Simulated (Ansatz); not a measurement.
# CdSe (Cadmoselite) (P6_3mc) in Ansatz: settings compared, part 2 of 2

Ansatz 0.2.0.

## 5. Single point, exchange-only PBE, 27.54 Å³/atom (volume scaled by 0.98)

input.yaml

```yaml
crystal:
  lattice:
    - [4.27114007, 0.0, 0.0]
    - [-2.135570035, 3.6989158038, 0.0]
    - [0.0, 0.0, 6.9728844864]
  atoms:
    - { symbol: Cd, position: [0.6666666667, 0.3333333333, 0.5] }
    - { symbol: Cd, position: [0.3333333333, 0.6666666667, 0.0] }
    - { symbol: Se, position: [0.6666666667, 0.3333333333, 0.885] }
    - { symbol: Se, position: [0.3333333333, 0.6666666667, 0.385] }
hamiltonian:
  xc: { exchange: pbe, correlation: none }
  pseudopotentials: { kind: paw }
kpoints:
  mp_grid: { grid: [7, 7, 4] }
scf:
  occupations: { method: fermi_dirac, width: 0.05 }
output:
  forces: true
  stress: true
  eigenvalues: true
```

On the command line:

```
$ ansatz run input.yaml --threads 2 --pin off --max-ram 5120MiB --backend cpu --events-out ev --progress --plain --runs-dir out
```

It took 5 s on 2 threads of Arm Neoverse V1, shared host; peak memory 0.38 GiB.

The run converged. Its results:

- Free energy: -27218.6220 eV
- Pressure: 12.5 GPa
- Largest force: 0.353 eV/Å
- Band gap on the k mesh: 0.71 eV, direct

Caveat: odd divisions of the mesh miss points on the zone boundary, where band edges often lie, so the gap on the mesh can be too wide; the PAW data sets come from PBE, with cores solved anew for the run's functional, which leaves a small shift of forces and pressure.

## 6. Single point, exchange-only PBE, 28.10 Å³/atom

Edit input.yaml of step 5 so:

```diff
@@ -2,5 +2,5 @@
   lattice:
-    - [4.27114007, 0.0, 0.0]
-    - [-2.135570035, 3.6989158038, 0.0]
-    - [0.0, 0.0, 6.9728844864]
+    - [4.3, 0.0, 0.0]
+    - [-2.15, 3.7239092363, 0.0]
+    - [0.0, 0.0, 7.02]
   atoms:
```

Potentials or basis: Ansatz PAW.

On the command line:

```
$ ansatz run input.yaml --threads 2 --pin off --max-ram 5120MiB --backend cpu --events-out ev --progress --plain --runs-dir out
```

Wall time 5 s (2 threads of Arm Neoverse V1, shared host); peak memory 0.39 GiB.

It converged, with:

* Free energy: -27218.7863 eV
* Pressure: 11.0 GPa
* Largest force: 0.332 eV/Å
* Band gap on the k mesh: 0.66 eV, direct

Caveat: odd divisions of the mesh miss points on the zone boundary, where band edges often lie, so the gap on the mesh can be too wide; the PAW data sets come from PBE, with cores solved anew for the run's functional, which leaves a small shift of forces and pressure.

## 7. Single point, exchange-only PBE, 28.66 Å³/atom (volume scaled by 1.02)

Edit input.yaml of step 6 so:

```diff
@@ -2,5 +2,5 @@
   lattice:
-    - [4.3, 0.0, 0.0]
-    - [-2.15, 3.7239092363, 0.0]
-    - [0.0, 0.0, 7.02]
+    - [4.3284776511, 0.0, 0.0]
+    - [-2.1642388256, 3.7485716056, 0.0]
+    - [0.0, 0.0, 7.0664914211]
   atoms:
@@ -21 +21,5 @@
   eigenvalues: true
+  write_density: true
+  write_potential: true
+  elf: true
+  volumetric_format: npy
```

On the command line:

```
$ ansatz run input.yaml --threads 2 --pin off --max-ram 5120MiB --backend cpu --events-out ev --progress --plain --runs-dir out
```

Run time: 7.5 s. Hardware: 2 threads of Arm Neoverse V1, shared host; peak memory 0.4 GiB.

Results (log left out):

```yaml
Free_energy: -27218.9302 eV
Pressure: 9.6 GPa
Largest_force: 0.311 eV/Å
Band_gap_on_the_k_mesh: 0.62 eV, direct
```

Caveat: odd divisions of the mesh miss points on the zone boundary, where band edges often lie, so the gap on the mesh can be too wide; the PAW data sets come from PBE, with cores solved anew for the run's functional, which leaves a small shift of forces and pressure.

## 8. Single point, exchange-only PBE, 29.23 Å³/atom (volume scaled by 1.04)

Edit input.yaml of step 7 so:

```diff
@@ -2,5 +2,5 @@
   lattice:
-    - [4.3284776511, 0.0, 0.0]
-    - [-2.1642388256, 3.7485716056, 0.0]
-    - [0.0, 0.0, 7.0664914211]
+    - [4.3565854364, 0.0, 0.0]
+    - [-2.1782927182, 3.7729136617, 0.0]
+    - [0.0, 0.0, 7.1123790148]
   atoms:
@@ -21,5 +21 @@
   eigenvalues: true
-  write_density: true
-  write_potential: true
-  elf: true
-  volumetric_format: npy
```

On the command line:

```
$ ansatz run input.yaml --threads 2 --pin off --max-ram 5120MiB --backend cpu --events-out ev --progress --plain --runs-dir out
```

It took 5.3 s on 2 threads of Arm Neoverse V1, shared host; peak memory 0.39 GiB.

Results (log left out):

- Free energy: -27219.0554 eV
- Pressure: 8.3 GPa
- Largest force: 0.293 eV/Å
- Band gap on the k mesh: 0.57 eV, direct

Caveat: odd divisions of the mesh miss points on the zone boundary, where band edges often lie, so the gap on the mesh can be too wide; the PAW data sets come from PBE, with cores solved anew for the run's functional, which leaves a small shift of forces and pressure.

## 9. Single point, exchange-only PBE, 29.79 Å³/atom (volume scaled by 1.06)

Edit input.yaml of step 8 so:

```diff
@@ -2,5 +2,5 @@
   lattice:
-    - [4.3565854364, 0.0, 0.0]
-    - [-2.1782927182, 3.7729136617, 0.0]
-    - [0.0, 0.0, 7.1123790148]
+    - [4.3843351364, 0.0, 0.0]
+    - [-2.1921675682, 3.7969456069, 0.0]
+    - [0.0, 0.0, 7.1576820134]
   atoms:
@@ -21 +21,5 @@
   eigenvalues: true
+  write_density: true
+  write_potential: true
+  elf: true
+  volumetric_format: npy
```

Potentials or basis: Ansatz PAW.

On the command line:

```
$ ansatz run input.yaml --threads 2 --pin off --max-ram 5120MiB --backend cpu --events-out ev --progress --plain --runs-dir out
```

Run time: 7.6 s. Hardware: 2 threads of Arm Neoverse V1, shared host; peak memory 0.4 GiB.

The run converged. Its results:

- Free energy: -27219.1637 eV
- Pressure: 7.2 GPa
- Largest force: 0.275 eV/Å
- Band gap on the k mesh: 0.53 eV, direct

Caveat: odd divisions of the mesh miss points on the zone boundary, where band edges often lie, so the gap on the mesh can be too wide; the PAW data sets come from PBE, with cores solved anew for the run's functional, which leaves a small shift of forces and pressure.

## 10. Equation of state, exchange-only PBE

This step only gathers the single runs of the series.

What came out:

| Item | Value |
| --- | --- |
| Equilibrium volume | outside the volumes run |

Energy against volume, from the lowest point:
```tsv
volume (Å³/atom)	energy (meV/atom)
26.416	235.18
26.978	182.19
27.540	135.44
28.102	94.35
28.665	58.38
29.227	27.07
29.789	0.00
```

Caveat: the potentials were made for another functional, which shifts forces and pressure.

## 11. Band structure, PBE

input.yaml

```yaml
crystal:
  lattice:
    - [4.3, 0.0, 0.0]
    - [-2.15, 3.7239092363, 0.0]
    - [0.0, 0.0, 7.02]
  atoms:
    - { symbol: Cd, position: [0.6666666667, 0.3333333333, 0.5] }
    - { symbol: Cd, position: [0.3333333333, 0.6666666667, 0.0] }
    - { symbol: Se, position: [0.6666666667, 0.3333333333, 0.885] }
    - { symbol: Se, position: [0.3333333333, 0.6666666667, 0.385] }
hamiltonian:
  xc: pbe
  pseudopotentials: { kind: nc, accuracy: stringent }
kpoints:
  mp_grid: { grid: [7, 7, 4] }
  band_path:
    path:
      - [[0.0, 0.0, 0.0], [0.5, 0.0, 0.0], [0.3333333333, 0.3333333333, 0.0], [0.0, 0.0, 0.0], [0.0, 0.0, 0.5], [0.5, 0.0, 0.5], [0.3333333333, 0.3333333333, 0.5], [0.0, 0.0, 0.5]]
      - [[0.5, 0.0, 0.5], [0.5, 0.0, 0.0]]
      - [[0.3333333333, 0.3333333333, 0.0], [0.3333333333, 0.3333333333, 0.5]]
    npoints: 14
scf:
  occupations: { method: fermi_dirac, width: 0.05 }
  n_extra_bands: 10
output:
  forces: true
  stress: true
  eigenvalues: true
  fatbands: false
  write_density: true
  write_potential: true
  elf: true
  volumetric_format: npy
```

Potentials or basis: PseudoDojo stringent (PBE files).

On the command line:

```
$ ansatz run input.yaml --threads 2 --pin off --max-ram 5120MiB --backend cpu --events-out ev --progress --plain --runs-dir out
```

What it wrote:

```text
Warning: RAYON_NUM_THREADS=2 ignored (pool sized by the plan → 2); use --threads N
scf.n_extra_bands = 10 over 44 filled bands (N_el = 88.0): the run solves 54 bands
Engine: ansatz 0.2.0, aarch64-unknown-linux-gnu
Pseudopotentials: kind: nc
Pseudopotential: Cd, nc, valence charge 20, recommended cutoff 1632.683175 eV (normal), Cd.nc.azcp (PseudoDojo's, or run here from an input of PseudoDojo's; its table is named by hamiltonian.pseudopotentials.accuracy)
[... 54 lines left out ...]
        3.723386       0.000000       0.000000
       -0.000000       3.723386      -0.000000
        0.000000      -0.000000       1.686466
  P = ⅓ Tr σ = 3.0444 GPa (30.444 kbar)
--- Band table (eV; the first three rows and the last of 24) ---
  k-point 0: bands = ["-198.9194", "-198.9194", "-138.3990", "-138.3990", "-138.3990", "-138.3990", "-138.3883", "-138.3883", "-93.5830", "-93.5830", "-54.6453", "-54.6450", "-54.6426", "-54.6426", "-54.6425", "-54.6425", "-38.5736", "-38.5736", "-38.5736", "-38.5736", "-38.5607", "-38.5607", "-38.5607", "-38.5607", "-38.5594", "-38.5593", "-4.4972", "-4.1303", "0.1647", "0.1647", "0.2203", "0.2203", "0.2268", "0.5217", "0.5217", "0.5860", "0.5860", "0.8667", "3.8630", "7.3794", "7.3794", "8.0835", "8.0948", "8.0948", "8.7975", "10.2182", "13.9877", "13.9877", "14.2431", "15.0989", "15.0989", "15.8083", "17.5105", "17.5412"]
  k-point 1: bands = ["-198.9194", "-198.9194", "-138.3990", "-138.3990", "-138.3990", "-138.3990", "-138.3883", "-138.3883", "-93.5830", "-93.5830", "-54.6452", "-54.6450", "-54.6426", "-54.6426", "-54.6426", "-54.6426", "-38.5736", "-38.5736", "-38.5736", "-38.5736", "-38.5607", "-38.5607", "-38.5607", "-38.5607", "-38.5594", "-38.5593", "-4.4431", "-4.1832", "0.1707", "0.1707", "0.2100", "0.2100", "0.2682", "0.5329", "0.5329", "0.5783", "0.5783", "0.6879", "4.3688", "6.9266", "7.4771", "7.4771", "7.9823", "7.9823", "9.8233", "10.3222", "13.7973", "14.0697", "14.0697", "14.8243", "14.8243", "15.0704", "17.6053", "18.0114"]
  k-point 2: bands = ["-198.9194", "-198.9194", "-138.3990", "-138.3990", "-138.3990", "-138.3990", "-138.3883", "-138.3883", "-93.5830", "-93.5830", "-54.6452", "-54.6452", "-54.6426", "-54.6426", "-54.6426", "-54.6426", "-38.5736", "-38.5736", "-38.5736", "-38.5736", "-38.5607", "-38.5607", "-38.5607", "-38.5607", "-38.5594", "-38.5594", "-4.3126", "-4.3126", "0.1884", "0.1884", "0.1884", "0.1884", "0.4187", "0.4187", "0.5573", "0.5573", "0.5573", "0.5573", "5.5318", "5.5318", "7.7223", "7.7223", "7.7223", "7.7223", "10.4350", "10.4350", "13.9200", "13.9200", "14.3628", "14.3628", "14.3628", "14.3628", "18.1692", "18.1692"]
  k-point 23: bands = ["-198.9194", "-198.9194", "-138.3990", "-138.3990", "-138.3990", "-138.3990", "-138.3883", "-138.3883", "-93.5830", "-93.5830", "-54.6451", "-54.6451", "-54.6428", "-54.6428", "-54.6427", "-54.6427", "-38.5737", "-38.5737", "-38.5736", "-38.5736", "-38.5607", "-38.5607", "-38.5607", "-38.5607", "-38.5593", "-38.5593", "-4.0331", "-4.0331", "0.3341", "0.3341", "0.3529", "0.3529", "0.5016", "0.5016", "0.5470", "0.5470", "0.9454", "0.9454", "4.0057", "4.0057", "5.7588", "5.7588", "7.0118", "7.0118", "11.8712", "11.8712", "13.8621", "13.8621", "14.4003", "14.4003", "16.1737", "16.1737", "17.9180", "17.9180"]
```

It took 3 min on 2 threads of Arm Neoverse V1, shared host; peak memory 3.1 GiB.

Results:

- Free energy: -27944.7001 eV
- Pressure: 3.0 GPa
- Largest force: 0.283 eV/Å
- Band gap on the k mesh: 0.70 eV, direct
- Band gap along the path: 0.70 eV, direct

Forces on the atoms (eV/Å):
```
Cd   0.000  0.000  0.283
Cd   0.000  0.000  0.283
Se   0.000  0.000 -0.283
Se   0.000  0.000 -0.283
```

Levels at the corners of the path, in eV from the valence-band top:
| point | band 42 | band 43 | band 44 | band 45 | band 46 | band 47 |
| --- | --- | --- | --- | --- | --- | --- |
| Γ | -0.01 | 0.00 | 0.00 | 0.70 | 2.12 | 5.89 |
| M | -1.85 | -1.23 | -0.83 | 3.23 | 3.32 | 4.81 |
| K | -1.79 | -1.79 | -1.78 | 4.40 | 4.80 | 4.80 |
| Γ | -0.01 | 0.00 | 0.00 | 0.70 | 2.12 | 5.89 |
| A | -0.37 | -0.37 | -0.37 | 2.34 | 2.34 | 5.83 |
| L | -1.38 | -1.29 | -1.29 | 2.99 | 2.99 | 4.79 |
| H | -2.48 | -1.05 | -1.05 | 3.80 | 3.80 | 5.92 |
| A | -0.37 | -0.37 | -0.37 | 2.34 | 2.34 | 5.83 |
| L | -1.38 | -1.29 | -1.29 | 2.99 | 2.99 | 4.79 |
| M | -1.85 | -1.23 | -0.83 | 3.23 | 3.32 | 4.81 |
| K | -1.79 | -1.79 | -1.78 | 4.40 | 4.80 | 4.80 |
| H | -2.48 | -1.05 | -1.05 | 3.80 | 3.80 | 5.92 |

## 12. The runs side by side

| task | level | potentials or basis | cutoff (eV) | points for each segment of the path | gap on the mesh (eV) | pressure (GPa) | largest force (eV/Å) |
| --- | --- | --- | --- | --- | --- | --- | --- |
| band structure | r2SCAN | Ansatz PAW | 500 | 14 | 1.20 | 1.6 | 0.28 |
| equation of state | exchange-only PBE | Ansatz PAW | 420 | - | - | - | - |
| band structure | PBE | PseudoDojo stringent (PBE files) | 1633 | 14 | 0.70 | 3.0 | 0.28 |

Alike in all rows: no spin polarisation; cell as given; k mesh 7 × 7 × 4; smearing fermi-dirac 0.05 eV.

Caveats: the PAW data sets come from PBE, with cores solved anew for the run's functional, which leaves a small shift of forces and pressure (some runs); the potentials were made for another functional, which shifts forces and pressure (some runs).

Absolute energies hang on the potentials; compare differences alone.

## 13. How close it comes

Step 2. Measured gap of CdSe: 1.841 eV (2 K; a printed reference work, data compilation). This calculation gives 1.20 eV (-0.64 eV). Spin-orbit coupling on Cd, Se is left out. The value is that of r2SCAN, without temperature or zero-point motion.

Step 11. A measured gap of CdSe is 1.841 eV (2 K; a printed reference work, data compilation); the calculated 0.70 eV misses it by -1.14 eV. So large a miss can be the level of theory's own, or it may mean another phase, state or a wrong row. Spin-orbit coupling on Cd, Se is left out. The value is that of PBE, without temperature or zero-point motion. Semilocal functionals fall short of measured gaps as a rule.
